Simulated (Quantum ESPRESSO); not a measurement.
Crystal: NaCl.

```
CELL_PARAMETERS angstrom
0.00000 2.79406 2.79406
2.79406 0.00000 2.79406
2.79406 2.79406 0.00000
ATOMIC_POSITIONS crystal
Cl 0.50000 0.50000 0.50000
Na 0.00000 0.00000 0.00000
```

The cell is a database's computed one.

Program: Quantum ESPRESSO 7.5. Alike in all runs: cell as given.

Q: Order these runs on this cell by their pressure, lowest first.
A. level RPBE+D3; potentials or basis PseudoDojo 0.4 FR PBE stringent; spin SOC, no magnetisation; k mesh 8 × 8 × 8; cutoff (eV) 1197; smearing methfessel-paxton 0.05 eV
B. level PBE; potentials or basis SG15 PBE 1.2; spin off; k mesh 6 × 6 × 6; cutoff (eV) 952; smearing fermi-dirac 0.05 eV
C. level LDA; potentials or basis PseudoDojo 0.4.1 SR LDA standard; spin off; k mesh 8 × 8 × 8; cutoff (eV) 1197; smearing fermi-dirac 0.05 eV; form of the LDA correlation PW92

A: C (-1.8 GPa), B (1.4 GPa), A (3.0 GPa).

Caveats: this potential file gives levels or pressures that part from those of other sets (some runs); the potentials were made for another functional, which shifts forces and pressure (some runs); this smearing can shift energies of a crystal with a gap (some runs).

Not every run made on this cell is shown here.
